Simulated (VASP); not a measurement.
# CoO (P-6m2) in VASP: further runs

One crystal, CoO, is run at these levels: PBE+D3(BJ), PBE+D4, r2SCAN, SCAN, optB88-vdW; tasks: relaxation of cell and atoms.

Everything below comes from runs of VASP 6.6.1. Logs are shortened: lines on timing, memory, paths and dates and some standing lists are left out, and cuts for length are marked.

**1. The crystal as given**

The structure is hexagonal, space group P-6m2 (No. 187). Conventional cell: a = 2.828 Å, b = 2.828 Å, c = 2.722 Å, α = 90.00°, β = 90.00°, γ = 120.00°. Co (site symmetry -6m2) has 6 O at 2.13 Å as nearest neighbours. Around O (site symmetry -6m2) lie 6 Co at 2.13 Å.

The cell was built by a generator and needn't be a form met in nature.

**2. Relaxation of cell and atoms, PBE+D3(BJ), collinear spin, ferromagnetic start**

INCAR

```
SYSTEM = CoO
ALGO = Fast ; EDIFF = 1E-6
EDIFFG = -0.01 ; ENCUT = 600
GGA = PE ; IBRION = 2
ISIF = 3 ; ISMEAR = -1
ISPIN = 2 ; IVDW = 12
LASPH = .True. ; LCHARG = .False.
LMAXMIX = 4 ; LORBIT = 11
LREAL = .False. ; LWAVE = .False.
MAGMOM = 2 0 ; NELM = 120
NSW = 60 ; PREC = Accurate
SIGMA = 0.05
```

KPOINTS

```
k-points
0
Gamma
  8 8 7
  0 0 0
```

POSCAR

```
CoO
1.0
    2.8284500000      0.0000000000      0.0000000000
   -1.4142300000      2.4495100000      0.0000000000
    0.0000000000      0.0000000000      2.7217200000
Co O
1 1
Direct
    0.0000000000      0.0000000000      0.5000000000
    0.6666700000      0.3333300000      0.0000000000
```

Potentials or basis: VASP PAW PBE potentials, release 64 (Co, O).

Started as:

```bash
> cat potpaw_PBE.64/Co/POTCAR potpaw_PBE.64/O/POTCAR > POTCAR
> mpirun -np 1 vasp_std > vasp.out
```

OUTCAR:

```text
SYSTEM = CoO
   EDIFF = 1E-6
   EDIFFG = -0.01
   ENCUT = 600
   GGA = PE
   IBRION = 2
   ISIF = 3
   ISMEAR = -1
   ISPIN = 2
   IVDW = 12
   LASPH = .True.
   LORBIT = 11
   LREAL = .False.
   NELM = 120
   NSW = 60
   PREC = Accurate
 IVDW          = 12

 ion  position               nearest neighbor table
   1  0.000  0.000  0.500-   2 2.13   2 2.13   2 2.13   2 2.13   2 2.13   2 2.13
   2  0.667  0.333  0.000-   1 2.13   1 2.13   1 2.13   1 2.13   1 2.13   1 2.13

  LATTYP: Found a hexagonal cell.
 ALAT       =     2.8284500000
 C/A-ratio  =     0.9622655518

  Lattice vectors:

 A1 = (   2.8284500000,   0.0000000000,   0.0000000000)
 A2 = (  -1.4142300000,   2.4495100000,   0.0000000000)
 A3 = (   0.0000000000,   0.0000000000,   2.7217200000)

Analysis of symmetry for initial positions (statically):
=====================================================================
 Subroutine PRICEL returns:
 Original cell was already a primitive cell.

 Routine SETGRP: Setting up the symmetry group for a
 hexagonal supercell.

 Subroutine GETGRP returns: Found  4 space group operations
 (whereof  4 operations were pure point group operations)
 out of a pool of 24 trial point group operations.

The static configuration has the point symmetry C_2v.

Analysis of symmetry for dynamics (positions and initial velocities):
=====================================================================
 Subroutine PRICEL returns:
 Original cell was already a primitive cell.

 Routine SETGRP: Setting up the symmetry group for a
 hexagonal supercell.

 Subroutine GETGRP returns: Found  4 space group operations
 (whereof  4 operations were pure point group operations)
 out of a pool of 24 trial point group operations.

The dynamic configuration has the point symmetry C_2v.

Analysis of structural, dynamic, and magnetic symmetry:
=====================================================================
 Subroutine PRICEL returns:
 Original cell was already a primitive cell.

 Routine SETGRP: Setting up the symmetry group for a
 hexagonal supercell.

 Subroutine GETGRP returns: Found  4 space group operations
 (whereof  4 operations were pure point group operations)
 out of a pool of 24 trial point group operations.

The overall configuration has the point symmetry C_2v.

 Subroutine INISYM returns: Found  4 space group operations
 (whereof  4 operations are pure point group operations),
 and found     1 'primitive' translations

----------------------------------------------------------------------------------------

                                     Primitive cell

  volume of cell :      18.8569

  direct lattice vectors                    reciprocal lattice vectors
     2.828450000  0.000000000  0.000000000     0.353550531  0.204123179  0.000000000
    -1.414230000  2.449510000  0.000000000     0.000000000  0.408244914  0.000000000
     0.000000000  0.000000000  2.721720000     0.000000000  0.000000000  0.367414723

  length of vectors
     2.828450000  2.828452887  2.721720000     0.408245331  0.408244914  0.367414723

  position of ions in fractional coordinates (direct lattice)
     0.000000000  0.000000000  0.500000000
     0.666670000  0.333330000  0.000000000

  ion indices of the primitive-cell ions
   primitive index   ion index
                 1           1
                 2           2

----------------------------------------------------------------------------------------

 KPOINTS: k-points

Automatic generation of k-mesh.
 Grid dimensions read from file:
 generate k-points for:    8    8    7

 Generating k-lattice:

  Cartesian coordinates                     Fractional coordinates (reciprocal lattice)
     0.044193816  0.025515397  0.000000000     0.125000000  0.000000000  0.000000000
     0.000000000  0.051030614  0.000000000     0.000000000  0.125000000  0.000000000
     0.000000000  0.000000000  0.052487818     0.000000000  0.000000000  0.142857143

  Length of vectors
     0.051030666  0.051030614  0.052487818

  Shift w.r.t. Gamma in fractional coordinates (k-lattice)
     0.000000000  0.000000000  0.000000000

 Subroutine IBZKPT returns following result:
 ===========================================

 Found     84 irreducible k-points:

 Following reciprocal coordinates:
            Coordinates               Weight
  0.000000  0.000000  0.000000      1.000000
  0.125000  0.000000  0.000000      4.000000
 -0.125000  0.125000  0.000000      2.000000
  0.250000  0.000000  0.000000      4.000000
 -0.250000  0.250000  0.000000      2.000000
  0.375000  0.000000  0.000000      4.000000
[... 16 lines left out ...]
  0.125000  0.000000  0.142857      8.000000
 -0.125000  0.125000  0.142857      4.000000
 [... further k-points ...]
   k-points           NKPTS =     84   k-points in BZ     NKDIM =     84   number of bands    NBANDS=     12
   number of dos      NEDOS =    301   number of ions     NIONS =      2
   total plane-waves  NPLWV =  13824
   dimension x,y,z NGX =    24 NGY =   24 NGZ =   24
   dimension x,y,z NGXF=    48 NGYF=   48 NGZF=   48
   ions per type =               1   1
   NGX,Y,Z   is equivalent  to a cutoff of  14.11, 14.11, 14.66 a.u.
   NGXF,Y,Z  is equivalent  to a cutoff of  28.21, 28.21, 29.32 a.u.
 SYSTEM =  CoO
   PREC   = accura    normal or accurate (medium, high low for compatibility)
   ISTART =      0    job   : 0-new  1-cont  2-samecut
   ICHARG =      2    charge: 1-file 2-atom 10-const
   ISPIN  =      2    spin polarized calculation?
   LNONCOLLINEAR =      F non collinear calculations
   LSORBIT =      F    spin-orbit coupling
   LASPH  =      T    aspherical Exc in radial PAW
   ENCUT  =  600.0 eV  44.10 Ry    6.64 a.u.   5.65  5.65  5.44*2*pi/ulx,y,z
   NELM   =    120;   NELMIN=  2; NELMDL= -5     # of ELM steps
   EDIFF  = 0.1E-05   stopping-criterion for ELM
   LREAL  =      F    real-space projection
   EDIFFG = -.1E-01   stopping-criterion for IOM
   NSW    =     60    number of steps for IOM
   IBRION =      2    ionic relax: 0-MD 1-quasi-New 2-CG
   NFREE  =      1    steps in history (QN), initial steepest desc. (CG)
   ISIF   =      3    stress and relaxation
   ISYM   =      2    0-nonsym 1-usesym 2-fastsym
   POTIM  = 0.5000    time-step for ionic-motion
   TEBEG  =    0.0;   TEEND  =   0.0 temperature during run
   PSTRESS=    0.0 pullay stress
   NELECT =      15.0000    total number of electrons
   NUPDOWN=      -1.0000    fix difference up-down
   EMIN   =  10.00;   EMAX   =-10.00  energy-range for DOS
   EFERMI =   0.00;   METHOD = LEGACY
   ISMEAR =    -1;   SIGMA  =   0.05  broadening in eV -4-tet -1-fermi 0-gaus
   EFERMI_NEDOS =   21; number of points for ismear=-14 and -15
   IALGO  =     68    algorithm
   IMIX   =      4    mixing-type and parameters
     AMIX     =   0.40;   BMIX     =  1.00
     AMIX_MAG =   1.60;   BMIX_MAG =  1.00
  volume/ion in A,a.u.               =       9.43        63.63
  Fermi-wavevector in a.u.,A,eV,Ry     =   1.516869  2.866468 31.305547  2.300893
  Thomas-Fermi vector in A             =   2.626201
   LORBIT       =     11    0 simple, 1 ext, 2 COOP (PROOUT), +10 PAW based schemes
   GGA     = PE    functional components
   LHFCALC =     F    Hartree Fock is set to
   AEXX    =    0.0000 exact exchange contribution
   IVDW    =    12    specifies the selected vdW correction
   LEPSILON=     F    determine dielectric tensor
   LRPA    =     F    only Hartree local field effects (RPA)
 conjugate gradient relaxation of ions
 spin polarized calculation
 RMM-DIIS sequential band-by-band and
  energy-cutoff  :      600.00
  volume of cell :       18.86
 maximum number of plane-waves:       647
   NGX = 11   NGY = 11   NGZ = 11

--------------------------------------- Ionic step        1  -------------------------------------------

 number of electron      15.0000002 magnetization       2.9997008

 Free energy of the ion-electron system (eV)
  ---------------------------------------------------
  ext. energy  EPLUGINS =         0.00000000
  ---------------------------------------------------
  free energy    TOTEN  =       -12.94070790 eV

  energy without entropy =      -12.91337166  energy(sigma->0) =      -12.92703978

------------------------ aborting loop because EDIFF is reached ----------------------------------------

 Edisp (eV)   -0.45568

 E8    (eV) :    -0.1741
[... 191 lines left out ...]
--------------------------------------- Ionic step        6  -------------------------------------------

 number of electron      14.9999997 magnetization       2.9998603

 Free energy of the ion-electron system (eV)
  ---------------------------------------------------
  ext. energy  EPLUGINS =         0.00000000
  ---------------------------------------------------
  free energy    TOTEN  =       -12.93538231 eV

  energy without entropy =      -12.90907022  energy(sigma->0) =      -12.92222626

 E-fermi :   8.5713     XC(G=0): -12.7190

 val. band max:        8.5647513546   @ k =  -0.3750   0.3750   0.1429
 cond. band min:       8.5791637781   @ k =  -0.2500   0.5000   0.2857
 fundamental gap:      0.0144124235
 Fermi energy:         8.5713108187

 spin component 1

 k-point     1 :       0.0000    0.0000    0.0000
  band No.  band energies     occupation
      1     -12.1778      1.00000
      2       3.4829      1.00000
      3       3.4830      1.00000
      4       4.0771      1.00000
      5       4.7778      1.00000
      6       5.6505      1.00000
      7       5.6505      1.00000
      8       7.5637      1.00000
      9       7.5637      1.00000
     10       9.4088      0.00000
     11      23.3321      0.00000
     12      24.9754      0.00000
[... 331 lines left out ...]
 k-point    24 :      -0.1250    0.1250    0.1429
  band No.  band energies     occupation
      1     -11.8416      1.00000
      2       2.8509      1.00000
      3       3.1085      1.00000
      4       3.6292      1.00000
      5       4.8135      1.00000
      6       5.4762      1.00000
      7       5.9847      1.00000
      8       7.1749      1.00000
      9       7.5015      1.00000
     10      11.2527      0.00000
     11      22.4470      0.00000
     12      23.3814      0.00000

 [... further k-points ...]

 spin component 2

 k-point     1 :       0.0000    0.0000    0.0000
  band No.  band energies     occupation
      1     -11.5206      1.00000
      2       4.7924      1.00000
      3       4.7924      1.00000
      4       5.4711      1.00000
      5       5.8226      1.00000
      6       8.8136      0.00780
      7       8.8136      0.00779
      8       9.4077      0.00000
      9       9.4077      0.00000
     10      10.0179      0.00000
     11      23.7592      0.00000
     12      25.5692      0.00000
[... 331 lines left out ...]
 k-point    24 :      -0.1250    0.1250    0.1429
  band No.  band energies     occupation
      1     -11.1678      1.00000
      2       3.7096      1.00000
      3       4.2509      1.00000
      4       4.9313      1.00000
      5       6.7400      1.00000
      6       8.3495      0.98830
      7       8.5856      0.42910
      8       9.2914      0.00000
      9       9.6255      0.00000
     10      11.9431      0.00000
     11      23.0471      0.00000
     12      23.9297      0.00000

 [... further k-points ...]

------------------------ aborting loop because EDIFF is reached ----------------------------------------

 Edisp (eV)   -0.46745

 E8    (eV) :    -0.1786
[... 25 lines left out ...]
  FREE ENERGIE OF THE ION-ELECTRON SYSTEM (eV)
  ---------------------------------------------------
  free  energy   TOTEN  =       -13.4028301493 eV

  energy  without entropy=      -13.3765180638  energy(sigma->0) =      -13.38967411

 reached required accuracy - stopping structural energy minimisation

 total charge

# of ion       s       p       d       tot
------------------------------------------
    1        0.316   0.412   7.162   7.891
    2        1.560   3.418   0.000   4.978
--------------------------------------------------
tot          1.876   3.830   7.162  12.868

 magnetization (x)

# of ion       s       p       d       tot
------------------------------------------
    1        0.006   0.007   2.528   2.541
    2        0.027   0.386   0.000   0.413
--------------------------------------------------
tot          0.033   0.393   2.528   2.954
```

Wall time 4.1 min (1 thread of AMD EPYC 7R43 (Zen 3), shared host); peak memory 0.16 GiB.

What came out:

```
Free energy                                           : -13.4028 eV
Relaxed volume                                        : 9.20 Å³/atom
Relaxed cell                                          : a = 2.801 Å, b = 2.801 Å, c = 2.706 Å, α = 90.00°, β = 90.00°, γ = 120.00°
Space group after relaxing (to 0.05 Å)                : P-6m2 (No. 187)
Energy gained by relaxing                             : 3.2 meV/atom
Ionic steps                                           : 6
Pressure after relaxing                               : 0.1 GPa
Band gap on the k mesh                                : none (metal or under the smearing width)
Net moment                                            : 3.00 μB per cell
Site moments                                          : Co +2.54; O +0.41 μB
Valence electrons inside the program's atomic spheres : Co 7.89; O 4.98
Dispersion energy per atom                            : -0.234 eV
```

Step by step:
| step | energy change (eV) | largest force (eV/Å) | pressure (GPa) | volume (Å³) |
| --- | --- | --- | --- | --- |
| 1 | 0.0000 | 0.0000 | -4.56 | 18.86 |
| 2 | -0.0033 | 0.0000 | 3.35 | 18.13 |
| 3 | -0.0063 | 0.0000 | -0.14 | 18.42 |
| 4 | -0.0063 | 0.0000 | 0.11 | 18.41 |
| 5 | -0.0064 | 0.0000 | 0.13 | 18.41 |
| 6 | -0.0064 | 0.0000 | 0.07 | 18.39 |

Final structure:
```xyz
2
Lattice="2.8014 0.0000 0.0000 -1.4007 2.4261 0.0000 0.0000 0.0000 2.7062" Properties=species:S:1:pos:R:3 pbc="T T T"
Co   -1.4007    2.4261    1.3531
O     1.4007    0.8087    0.0000
```

Caveat: a cell with one magnetic atom can't hold antiferromagnetic order, which such compounds often take; semilocal functionals often make such compounds metallic where correlation or magnetic order opens a gap, which also shifts bond lengths; pairwise dispersion overbinds metals, which lowers pressure and volume. With open d or f shells a metallic result of PBE can be an artefact of self-interaction; +U or a hybrid may open a gap.

**3. Relaxation of cell and atoms, PBE+D4, collinear spin, ferromagnetic start**

INCAR: that of step 2 with these lines changed.

```diff
@@ -5,3 +5,3 @@
 ISIF = 3 ; ISMEAR = -1
-ISPIN = 2 ; IVDW = 12
+ISPIN = 2 ; IVDW = 13
 LASPH = .True. ; LCHARG = .False.
```

KPOINTS is that of step 2.

POSCAR is that of step 2.

Potentials or basis: VASP PAW PBE potentials, release 64 (Co, O).

Started as:

```bash
> cat potpaw_PBE.64/Co/POTCAR potpaw_PBE.64/O/POTCAR > POTCAR
> mpirun -np 1 vasp_std > vasp.out
```

Wall time 4.5 min (1 thread of AMD EPYC 7R43 (Zen 3), shared host); peak memory 0.14 GiB.

It converged, with:

```
Free energy                                           : -13.4922 eV
Relaxed volume                                        : 9.22 Å³/atom
Relaxed cell                                          : a = 2.805 Å, b = 2.805 Å, c = 2.708 Å, α = 90.00°, β = 90.00°, γ = 120.00°
Space group after relaxing (to 0.05 Å)                : P-6m2 (No. 187)
Energy gained by relaxing                             : 2.3 meV/atom
Ionic steps                                           : 8
Pressure after relaxing                               : 0.1 GPa
Band gap on the k mesh                                : none (metal or under the smearing width)
Net moment                                            : 3.00 μB per cell
Site moments                                          : Co +2.54; O +0.41 μB
Valence electrons inside the program's atomic spheres : Co 7.88; O 4.98
Dispersion energy per atom                            : -0.278 eV
```

Stress tensor (GPa, compression positive):
```
 0.14  0.00  0.00
 0.00  0.14  0.00
 0.00  0.00 -0.01
```

Step by step:
| step | energy change (eV) | largest force (eV/Å) | pressure (GPa) | volume (Å³) |
| --- | --- | --- | --- | --- |
| 1 | 0.0000 | 0.0000 | -2.58 | 18.86 |
| 2 | -0.0044 | 0.0000 | 0.50 | 18.45 |
| 3 | -0.0045 | 0.0000 | 0.07 | 18.48 |
| 4 | -0.0045 | 0.0000 | -0.13 | 18.49 |
| 5 | -0.0045 | 0.0000 | 0.01 | 18.49 |
| 6 | -0.0045 | 0.0000 | 0.04 | 18.47 |
| 7 | -0.0046 | 0.0000 | 0.04 | 18.47 |
| 8 | -0.0046 | 0.0000 | 0.09 | 18.45 |

Final structure:
```yaml
crystal:
  lattice:
    - [2.80455, 0.00000, 0.00000]
    - [-1.40228, 2.42881, 0.00000]
    - [0.00000, 0.00000, 2.70840]
  atoms:
    - { symbol: Co, position: [0.00000, 0.00000, 0.50000] }
    - { symbol: O, position: [0.66667, 0.33333, 0.00000] }
```

Levels at points of the mesh, in eV from the Fermi level:
Spin up:
| k point | band 6 | band 7 | band 8 | band 9 | band 10 | band 11 | band 12 |
| --- | --- | --- | --- | --- | --- | --- | --- |
| (0.00, 0.00, 0.00) | -2.92 | -2.92 | -1.01 | -1.01 | 0.82 | 14.75 | 16.37 |
| (0.50, 0.00, 0.00) | -3.07 | -2.08 | -2.07 | -0.60 | 5.68 | 8.89 | 14.99 |
| (0.50, 0.50, 0.00) | -3.07 | -2.08 | -2.07 | -0.60 | 5.68 | 8.89 | 14.99 |
Spin down:
```
           k point  band 2  band 3  band 4  band 5  band 6  band 7  band 8  band 9  band 10  band 11
(0.00, 0.00, 0.00)   -3.76   -3.76   -3.09   -2.74    0.25    0.25    0.83    0.83     1.43    15.17
(0.50, 0.00, 0.00)   -7.70   -3.98   -3.39   -2.34    0.05    0.16    0.36    1.71     6.11     9.80
(0.50, 0.50, 0.00)   -7.70   -3.98   -3.39   -2.34    0.05    0.16    0.36    1.71     6.11     9.80
```

Caveat: a cell with one magnetic atom can't hold antiferromagnetic order, which such compounds often take; semilocal functionals often make such compounds metallic where correlation or magnetic order opens a gap, which also shifts bond lengths; pairwise dispersion overbinds metals, which lowers pressure and volume.

(Part 1 of 2 ends here.)
